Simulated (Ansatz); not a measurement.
# Si2Mo (P6_222) in Ansatz: further runs

The runs below take Si2Mo through relaxation of cell and atoms, with LDA, PBE.

All numbers are computed with Ansatz 0.2.0; they aren't measurements. Logs are shortened: lines on timing, memory, paths and dates and some standing lists are left out, and cuts for length are marked.

### Step 1. Starting point

It takes space group P6_222 (No. 180, hexagonal). The conventional cell has a = 4.585 Å, b = 4.585 Å, c = 6.580 Å, α = 90.00°, β = 90.00°, γ = 120.00°. Mo (site symmetry 222) is surrounded by 10 Si at 2.57 to 2.67 Å. Si (site symmetry 2) is surrounded by 5 Si at 2.55 to 2.67 Å and 5 Mo at 2.57 to 2.67 Å.

Measurements of this composition are mostly on another form, of space group No. 139.

### Step 2. Relaxation of cell and atoms, LDA

The input, input.yaml:

```yaml
crystal:
  lattice:
    - [4.5854715599, 0.0, 0.0]
    - [-2.29273578, 3.9711348592, 0.0]
    - [0.0, 0.0, 6.5797601]
  atoms:
    - { symbol: Mo, position: [0.5, 0.5, 0.8333333333] }
    - { symbol: Mo, position: [0.0, 0.5, 0.1666666667] }
    - { symbol: Mo, position: [0.5, 0.0, 0.5] }
    - { symbol: Si, position: [0.16387298, 0.32774596, 0.5] }
    - { symbol: Si, position: [0.67225404, 0.83612702, 0.1666666667] }
    - { symbol: Si, position: [0.83612702, 0.16387298, 0.8333333333] }
    - { symbol: Si, position: [0.83612702, 0.67225404, 0.5] }
    - { symbol: Si, position: [0.32774596, 0.16387298, 0.1666666667] }
    - { symbol: Si, position: [0.16387298, 0.83612702, 0.8333333333] }
hamiltonian:
  xc: lda
  pseudopotentials: { kind: paw }
kpoints:
  mp_grid: { grid: [7, 7, 4] }
scf:
  occupations: { method: fermi_dirac, width: 0.05 }
output:
  forces: true
  stress: true
  eigenvalues: true
relax:
  f_tol: 0.01
  max_steps: 40
  cell: { stress_tol: 0.05 }
```

Potentials or basis: Ansatz PAW.

Run with:

```console
ansatz run input.yaml --threads 4 --pin off --max-ram 11264MiB --backend cpu --events-out ev --progress --plain --runs-dir out
```

What it wrote:

```text
Warning: RAYON_NUM_THREADS=4 ignored (pool sized by the plan → 4); use --threads N
Engine: ansatz 0.2.0, x86_64-unknown-linux-gnu
Pseudopotentials: kind: paw
Pseudopotential: Mo, paw, valence charge 14, recommended cutoff 420 eV (normal), Mo.paw.azcp
Pseudopotential: Si, paw, valence charge 4, recommended cutoff 420 eV (normal), Si.paw.azcp
Functional definition: SPW92
  exchange = slater_x
  correlation = pw_c
Crystal: 9 atoms, lattice volume = 119.814 Å³
Basis set: ecut = 420 eV, 2331 PW (Γ)
Bands: 42, of which v1, the nominal top of the filled ones, is band 33 counted from 1 (32 counted from 0)
Symmetry: 12 space group operations
Space group: P6222 (ITA 180), of the structure as read, at distance tolerance 4.9e-5 Å
k-points: 24 of 196 (time reversal used)
Non-local potential: Mo, projectors of the file, l = 0: 3, l = 1: 2, l = 2: 2, l = 3: 1
Non-local potential: Si, projectors of the file, l = 0: 2, l = 1: 2, l = 2: 2
PAW form: soft (Blöchl's): semilocal exchange-correlation on the pseudo side does not see the compensation charge
PAW frozen core: Mo, regenerated for the run's functional, and the local potential with it (the file was generated under x = pbe(κ = 0.804, μ = 0.2195149727645171), c = pbe(β = 0.06672455060314922))
PAW frozen core: Si, regenerated for the run's functional, and the local potential with it (the file was generated under x = pbe(κ = 0.804, μ = 0.2195149727645171), c = pbe(β = 0.06672455060314922))
PAW one-centre angular grid: Mo, 590 points (default); XC on 64 Gauss nodes
PAW one-centre angular grid: Si, 110 points (default); XC on 64 Gauss nodes
Initial density: superposition of atomic densities (neutral atoms: chi_scale 0, normalization atom), corrected by the library's trained network
Initial wavefunctions: pseudopotential atomic-orbital guess
Functional: x = slater, c = lda
SCF iter   1: F=—  HF=-18185.490857 eV  |F-HF|=—  |Δ(HF+E_count)|=         —  Δρ=8.11e-3  dr2=6.14e-2  ethr=1.77e-3  ⟨swp⟩=7.6  Hψ=4416  notcnv=0
preconditioner: auto → Resta (q_TF=auto, 2.470 Å⁻¹)  ε∞=10.4  [insulator: Δε(μ)=0.263 eV  Ē_g=7.176 eV  σ=0.050 eV  W_gap=0.87  n_scr=22 (ndim 8)  ℏωp=22.0 eV  f_vac=0.000  D(μ)=0.17/eV (n_scr^D=0)  ε∞_Penn≈10.4]
SCF iter   2: F=—  HF=-18185.483596 eV  |F-HF|=—  |Δ(HF+E_count)|=   7.26e-3  Δρ=4.22e-3  dr2=1.24e-2  ethr=9.31e-5  ⟨swp⟩=1.3  Hψ=1215  notcnv=0
SCF iter   3: F=—  HF=-18185.481326 eV  |F-HF|=—  |Δ(HF+E_count)|=   2.27e-3  Δρ=7.13e-4  dr2=5.15e-4  ethr=1.87e-5  ⟨swp⟩=2.7  Hψ=1410  notcnv=0
SCF iter   4: F=—  HF=-18185.481198 eV  |F-HF|=—  |Δ(HF+E_count)|=   1.28e-4  Δρ=1.07e-4  dr2=7.66e-6  ethr=7.81e-7  ⟨swp⟩=2.5  Hψ=1451  notcnv=0
SCF iter   5: F=—  HF=-18185.481194 eV  |F-HF|=—  |Δ(HF+E_count)|=   3.98e-6  Δρ=1.15e-5  dr2=9.96e-8  ethr=1.16e-8  ⟨swp⟩=2.5  Hψ=1612  notcnv=0
SCF iter   6: F=-18185.481194 eV  HF=-18185.481194 eV  |F-HF|=3.42e-10  |Δ(HF+E_count)|=   8.24e-9  Δρ=1.81e-6  dr2=2.19e-9  ethr=1.51e-10  ⟨swp⟩=7.5  Hψ=3998  notcnv=0
SCF 1 converged in 6 iterations: F = -18185.481194 eV  dr2 = 2.19e-9
relax step   1: F+E_penalty+E_count = -18185.48119384 eV  Δ(F+E_penalty+E_count) = +0.000e0 eV  max|allowed force component| = 5.435e-2 eV/Å  Δτ_max = 0.0000 Å  P = -4.940 GPa  Ω = 119.814 Å³  (6 SCF iters, dr2 threshold 1.00e-7 eV, accepted)
Crystal: 9 atoms, lattice volume = 116.380 Å³
Basis set: ecut = 420 eV, 2283 PW (Γ)
Initial density: handed on by an earlier stage of this run
Initial wavefunctions: those handed on with the density
iter 1 solved again at ethr=6.05e-6 eV; its pass at ethr=3.10e-3 eV (dr2=3.99e-3 eV) is discarded
SCF iter   1: F=—  HF=-18185.522041 eV  |F-HF|=—  |Δ(HF+E_count)|=         —  Δρ=1.78e-3  dr2=3.86e-3  ethr=6.05e-6  ⟨swp⟩=1.6  Hψ=4823  notcnv=0
preconditioner: auto → Resta (q_TF=auto, 2.482 Å⁻¹)  ε∞=10.1  [insulator: Δε(μ)=0.240 eV  Ē_g=7.383 eV  σ=0.050 eV  W_gap=0.83  n_scr=22 (ndim 8)  ℏωp=22.3 eV  f_vac=0.000  D(μ)=0.20/eV (n_scr^D=0)  ε∞_Penn≈10.1]
SCF iter   2: F=—  HF=-18185.521216 eV  |F-HF|=—  |Δ(HF+E_count)|=   8.24e-4  Δρ=9.73e-4  dr2=8.82e-4  ethr=5.84e-6  ⟨swp⟩=1.2  Hψ=1012  notcnv=0
SCF iter   3: F=—  HF=-18185.521018 eV  |F-HF|=—  |Δ(HF+E_count)|=   1.98e-4  Δρ=1.30e-4  dr2=1.16e-5  ethr=1.34e-6  ⟨swp⟩=2.0  Hψ=1306  notcnv=0
[... 43 lines left out ...]
iter 4 did not close the SCF: its close was put off for the readings that it lacked (scf_convergence_deferred on its scf_iter line)
SCF iter   4: F=-18185.523946 eV  HF=-18185.523946 eV  |F-HF|=0.00e0  |Δ(HF+E_count)|=    0.00e0  Δρ=4.07e-8  dr2=2.05e-12  ethr=1.00e-12  ⟨swp⟩=1.0  Hψ=1008  notcnv=0
iter 5 did not close the SCF: its close was put off for the readings that it lacked (scf_convergence_deferred on its scf_iter line)
SCF iter   5: F=-18185.523946 eV  HF=-18185.523946 eV  |F-HF|=3.64e-12  |Δ(HF+E_count)|=  3.64e-12  Δρ=1.51e-8  dr2=1.51e-13  ethr=1.00e-12  ⟨swp⟩=1.0  Hψ=1008  notcnv=0
iter 6 did not close the SCF: its close was put off for the readings that it lacked (scf_convergence_deferred on its scf_iter line)
SCF iter   6: F=-18185.523946 eV  HF=-18185.523946 eV  |F-HF|=3.64e-12  |Δ(HF+E_count)|=    0.00e0  Δρ=3.22e-9  dr2=8.69e-15  ethr=1.00e-12  ⟨swp⟩=1.0  Hψ=1008  notcnv=0
SCF iter   7: F=-18185.523946 eV  HF=-18185.523946 eV  |F-HF|=0.00e0  |Δ(HF+E_count)|=    0.00e0  Δρ=5.69e-10  dr2=2.62e-16  ethr=1.00e-12  ⟨swp⟩=1.3  Hψ=2214  notcnv=0
SCF 5 converged in 7 iterations: F = -18185.523946 eV  dr2 = 2.62e-16
relax step   5: F+E_penalty+E_count = -18185.52394614 eV  Δ(F+E_penalty+E_count) = +6.061e-4 eV  max|allowed force component| = 2.049e-4 eV/Å  Δτ_max = 0.0000 Å  P = -0.009 GPa  Ω = 117.131 Å³  stress off target by 1.17e-2 GPa  SCF on the basis re-selected at this cell (its energy is not comparable with the rows above)  (7 SCF iters)
basis re-selected at this cell: Δ(F+E_penalty+E_count) = +6.061e-4 eV, ΔP = -0.010 GPa vs the last step (what re-selecting the basis moved, of the pressure what is left beyond the Pulay correction that the steps carried, after the strain that the cell walked since its last selection, with what the two solves' SCF thresholds leave and, on support functions, any second-order correction that the steps lacked; it is no measure of the basis error at this ecutwfc). This SCF's stress stands 1.17e-2 GPa from its target on what of the cell is left free (relax.cell.stress_tol is 5.00e-2 GPa) and its largest allowed force component is 2.05e-4 eV/Å (relax.f_tol is 1.00e-2 eV/Å): within both
SCF converged after 7 iterations
Free energy (F): -18185.523946 eV
Harris-Foulkes:  -18185.523946 eV  (|F-HF|=0.00e0)
Internal energy: -18185.521967 eV  (E = F + TS)
E sigma→0 (E₀):  -18185.522957 eV
Entropy (-TS):   -0.001979 eV (-0.220 meV/atom)
Fermi energy:    16.868736 eV
--- Per-component energies (eV) ---
  E_band       = -115.887820
  E_kinetic    = 1605.579713
  E_local      = -3403.126525  (includes V_loc(G=0)·N_el)
  E_nonlocal   = 601.770974
  E_hartree    = 1266.595413
  E_xc         = -893.921468
  E_vxc        = -992.215962  (∫ρ·V_xc dr)
  E_paw        = -12186.104207  (= ΣΔE_a)
  E_vpaw       = -461.086912  (= ΣTr[D̂ρ^β])
  E_aug_tail   = 0.000064  (compensation charges beyond the density's cutoff)
  E_ewald      = -5178.240365
  E_core_change = 1.924433  (= ΣΔE_core)
  E_smearing   = -0.001979  (= −TS)
  E_closure    = 0.000000  (closes the sum)
  Σ components = -18185.523946   (vs F -18185.523946, Δ=0.00e0)
--- Forces (eV/Å), atoms counted from 1 ---
  atom   1  Mo     0.00000000     0.00000000     0.00000000
  atom   2  Mo    -0.00000000     0.00000000    -0.00000000
  atom   3  Mo    -0.00000000    -0.00000000     0.00000000
  atom   4  Si    -0.00000000     0.00020486     0.00000000
  atom   5  Si    -0.00017742    -0.00010243     0.00000000
  atom   6  Si    -0.00017742     0.00010243    -0.00000000
  atom   7  Si     0.00000000    -0.00020486    -0.00000000
  atom   8  Si     0.00017742     0.00010243    -0.00000000
  atom   9  Si     0.00017742    -0.00010243     0.00000000
  max |Σ_I F_I| component: 5.61e-17 eV/Å
--- Stress (GPa, compression-positive) ---
       -0.011740       0.000000       0.000000
        0.000000      -0.011740      -0.000000
        0.000000      -0.000000      -0.004815
  P = ⅓ Tr σ = -0.0094 GPa (-0.094 kbar)
--- Band table (eV; the first three rows and the last of 24) ---
  k-point 0: bands = ["-44.1426", "-44.1085", "-44.1085", "-18.4629", "-18.4606", "-18.4606", "-18.4490", "-18.4490", "-18.3534", "-18.2896", "-18.2896", "-18.2711", "2.6419", "5.7630", "5.7630", "9.4092", "10.1364", "10.1364", "10.7181", "10.7181", "11.5180", "11.8092", "11.8092", "12.1488", "13.0882", "13.0882", "13.5163", "13.5163", "13.7839", "13.7839", "14.0859", "14.7345", "15.9875", "18.8709", "19.2564", "19.2564", "19.3925", "19.4013", "19.6665", "19.6665", "19.9138", "19.9138"]
  k-point 1: bands = ["-44.1396", "-44.1198", "-44.1002", "-18.5023", "-18.4608", "-18.4539", "-18.4363", "-18.4009", "-18.3557", "-18.3290", "-18.2893", "-18.2578", "2.8759", "4.5638", "6.9402", "9.5945", "10.0159", "10.2080", "10.3400", "11.0646", "11.2226", "11.4062", "11.5574", "11.6525", "13.2338", "13.2553", "13.4362", "13.6804", "13.9826", "14.3857", "14.4438", "14.7981", "16.3894", "18.9173", "18.9972", "19.1847", "19.3273", "19.4052", "19.4209", "19.4658", "19.7573", "19.7625"]
  k-point 2: bands = ["-44.1312", "-44.1312", "-44.0972", "-18.5171", "-18.4653", "-18.4370", "-18.4370", "-18.3541", "-18.3541", "-18.3378", "-18.3378", "-18.2459", "3.5476", "3.5476", "7.6567", "9.4067", "10.0198", "10.0198", "10.2043", "10.9924", "10.9924", "11.5559", "11.5559", "11.6923", "13.1713", "13.1760", "13.1816", "13.1816", "14.5127", "14.5127", "14.7863", "16.0839", "16.0839", "18.7503", "19.1837", "19.1862", "19.1862", "19.4608", "19.4821", "19.4821", "19.6338", "19.6338"]
  k-point 23: bands = ["-44.1306", "-44.1172", "-44.1109", "-18.5142", "-18.5010", "-18.4946", "-18.4164", "-18.3978", "-18.3817", "-18.2904", "-18.2863", "-18.2452", "5.4285", "5.5244", "6.1604", "7.0605", "7.3591", "8.5835", "10.5163", "10.6996", "11.2716", "11.9748", "12.8798", "12.9359", "13.3412", "13.3446", "13.5516", "13.6829", "14.5514", "14.9473", "15.1632", "15.5073", "16.2998", "17.4317", "17.8764", "18.0601", "18.6091", "18.7231", "18.8817", "19.0224", "19.4850", "20.1387"]
--- Relaxed structure (4 steps of the walk, 4 accepted, 1 SCFs on fresh bases) ---
  F+E_penalty+E_count = -18185.52394614 eV   max|allowed force component| = 2.049e-4 eV/Å   (the final SCF, on the basis selected at the relaxed cell)
  cell:  # Å, volume = 117.1312 Å³
    - [4.5508702000332475, 2.864978020715671e-11, 5.374146626252002e-34]
    - [-2.275435100041435, 3.941169202540038, -6.347235466555228e-35]
    - [1.7136536598238765e-34, 1.3387919217374037e-35, 6.530599329003239]
  atoms:
    - { symbol: Mo, position: [0.5, 0.5, 0.8333333333333335] }
    - { symbol: Mo, position: [-5.551115123125783e-17, 0.5, 0.1666666666666667] }
    - { symbol: Mo, position: [0.5000000000000001, -1.5167818637515938e-20, 0.5000000000000001] }
    - { symbol: Si, position: [0.16422143992330235, 0.32844287984660475, 0.5000000000000001] }
    - { symbol: Si, position: [0.6715571201533952, 0.8357785600766976, 0.1666666666666667] }
    - { symbol: Si, position: [0.8357785600766978, 0.16422143992330243, 0.8333333333333335] }
    - { symbol: Si, position: [0.8357785600766977, 0.6715571201533954, 0.5000000000000001] }
    - { symbol: Si, position: [0.32844287984660486, 0.1642214399233024, 0.1666666666666667] }
    - { symbol: Si, position: [0.16422143992330235, 0.8357785600766977, 0.8333333333333335] }
```

Wall time 25 s (4 threads of Intel Xeon at 2.50GHz (Skylake/Cascade Lake), shared host); peak memory 0.5 GiB.

What came out:

* Free energy: -18185.5239 eV
* Relaxed volume: 13.01 Å³/atom
* Relaxed cell: a = 4.551 Å, b = 4.551 Å, c = 6.531 Å, α = 90.00°, β = 90.00°, γ = 120.00°
* Space group after relaxing (to 0.05 Å): P6_222 (No. 180)
* Energy gained by relaxing: 4.8 meV/atom
* Ionic steps: 5
* Pressure after relaxing: 0.0 GPa
* Band gap on the k mesh: 0.24 eV, indirect (least direct gap 0.62 eV)

The path:
| step | energy change (eV) | largest force (eV/Å) | volume (Å³) |
| --- | --- | --- | --- |
| 1 | 0.0000 | 0.0543 | 119.81 |
| 2 | -0.0398 | 0.0388 | 116.38 |
| 3 | -0.0433 | 0.0039 | 117.16 |
| 4 | -0.0434 | 0.0002 | 117.13 |
| 5 | -0.0428 | 0.0002 | 117.13 |

Final structure:
```yaml
crystal:
  lattice:
    - [4.55087, 0.00000, 0.00000]
    - [-2.27544, 3.94117, 0.00000]
    - [0.00000, 0.00000, 6.53060]
  atoms:
    - { symbol: Mo, position: [0.50000, 0.50000, 0.83333] }
    - { symbol: Mo, position: [0.00000, 0.50000, 0.16667] }
    - { symbol: Mo, position: [0.50000, 0.00000, 0.50000] }
    - { symbol: Si, position: [0.16422, 0.32844, 0.50000] }
    - { symbol: Si, position: [0.67156, 0.83578, 0.16667] }
    - { symbol: Si, position: [0.83578, 0.16422, 0.83333] }
    - { symbol: Si, position: [0.83578, 0.67156, 0.50000] }
    - { symbol: Si, position: [0.32844, 0.16422, 0.16667] }
    - { symbol: Si, position: [0.16422, 0.83578, 0.83333] }
```

Caveat: odd divisions of the mesh miss points on the zone boundary, where band edges often lie, so the gap on the mesh can be too wide; the plane-wave basis is chosen anew once the cell has moved, so the energies of steps on either side of that aren't comparable; the PAW data sets come from PBE, with cores solved anew for the run's functional, which leaves a small shift of forces and pressure. LDA gaps usually lie below the measured ones, often by a third to a half.

### Step 3. Relaxation of cell and atoms, PBE

input.yaml, as its differences from that of step 2:

```diff
@@ -16,3 +16,3 @@
 hamiltonian:
-  xc: lda
+  xc: pbe
   pseudopotentials: { kind: paw }
```

Potentials or basis: Ansatz PAW.

Run with:

```console
ansatz run input.yaml --threads 4 --pin off --max-ram 11264MiB --backend cpu --events-out ev --progress --plain --runs-dir out
```

It took 28 s on 4 threads of Intel Xeon at 2.50GHz (Skylake/Cascade Lake), shared host; peak memory 0.51 GiB.

The run converged. Its results:

```yaml
Free_energy: -18687.1299 eV
Relaxed_volume: 13.53 Å³/atom
Relaxed_cell: a = 4.613 Å, b = 4.613 Å, c = 6.609 Å, α = 90.00°, β = 90.00°, γ = 120.00°
Space_group_after_relaxing_to_0.05_Å: P6_222 (No. 180)
Energy_gained_by_relaxing: 2.4 meV/atom
Ionic_steps: 5
Pressure_after_relaxing: 0.0 GPa
Band_gap_on_the_k_mesh: 0.27 eV, indirect (least direct gap 0.61 eV)
```

The path:
| step | energy change (eV) | largest force (eV/Å) | volume (Å³) |
| --- | --- | --- | --- |
| 1 | 0.0000 | 0.0101 | 119.81 |
| 2 | -0.0197 | 0.0304 | 122.30 |
| 3 | -0.0213 | 0.0064 | 121.82 |
| 4 | -0.0213 | 0.0012 | 121.81 |
| 5 | -0.0218 | 0.0012 | 121.81 |

Final structure:
```
Mo Si
1.0
     4.61340    0.00000    0.00000
    -2.30670    3.99532    0.00000
     0.00000    0.00000    6.60856
Mo Si
3 6
Direct
  0.50000 0.50000 0.83333
  0.00000 0.50000 0.16667
  0.50000 0.00000 0.50000
  0.16398 0.32795 0.50000
  0.67205 0.83602 0.16667
  0.83602 0.16398 0.83333
  0.83602 0.67205 0.50000
  0.32795 0.16398 0.16667
  0.16398 0.83602 0.83333
```

Levels at points of the mesh, in eV from the valence-band top:
| k point | band 31 | band 32 | band 33 | band 34 | band 35 | band 36 |
| --- | --- | --- | --- | --- | --- | --- |
| (0.00, 0.00, 0.00) | -2.63 | -1.99 | -0.69 | 2.04 | 2.39 | 2.39 |
| (0.00, 0.00, -0.50) | -1.99 | -0.60 | -0.60 | 1.88 | 2.29 | 2.29 |

Caveat: odd divisions of the mesh miss points on the zone boundary, where band edges often lie, so the gap on the mesh can be too wide; the plane-wave basis is chosen anew once the cell has moved, so the energies of steps on either side of that aren't comparable. A k mesh can miss the band edges.
